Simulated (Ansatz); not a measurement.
**Sr, omega (AlB2-type): how the functional moves the structure**

All rows: Ansatz, plane waves with scalar-relativistic PAW, 420 eV (500 eV for the SCAN forms), relaxed under each functional, no dispersion correction, no zero-point motion. B₀ comes from uniform scaling at fixed shape; a dash is a value not given.

```json
{"functional": "PBE", "V (Å³/atom)": "55.46", "cell": "a = 6.852 Å, c = 4.092 Å (c/a = 0.597)", "B₀ (GPa)": "11", "magnetic state": "spin not included", "ΔE to fcc (meV/atom)": "55"}
{"functional": "r²SCAN", "V (Å³/atom)": "57.26", "cell": "a = 6.933 Å, c = 4.127 Å (c/a = 0.595)", "B₀ (GPa)": "11", "magnetic state": "spin not included", "ΔE to fcc (meV/atom)": "53"}
{"functional": "PBEsol", "V (Å³/atom)": "52.46", "cell": "a = 6.729 Å, c = 4.014 Å (c/a = 0.597)", "B₀ (GPa)": "11", "magnetic state": "spin not included", "ΔE to fcc (meV/atom)": "56"}
{"functional": "LDA", "V (Å³/atom)": "48.79", "cell": "a = 6.576 Å, c = 3.908 Å (c/a = 0.594)", "B₀ (GPa)": "13", "magnetic state": "spin not included", "ΔE to fcc (meV/atom)": "54"}
{"functional": "revPBE", "V (Å³/atom)": "58.18", "cell": "a = 6.955 Å, c = 4.167 Å (c/a = 0.599)", "B₀ (GPa)": "10", "magnetic state": "spin not included", "ΔE to fcc (meV/atom)": "53"}
{"functional": "RPBE", "V (Å³/atom)": "58.99", "cell": "a = 6.985 Å, c = 4.188 Å (c/a = 0.599)", "B₀ (GPa)": "10", "magnetic state": "spin not included", "ΔE to fcc (meV/atom)": "52"}
{"functional": "BLYP", "V (Å³/atom)": "56.92", "cell": "a = 6.904 Å, c = 4.137 Å (c/a = 0.599)", "B₀ (GPa)": "10", "magnetic state": "spin not included", "ΔE to fcc (meV/atom)": "52"}
```

LDA gives the smallest volume and RPBE the largest.
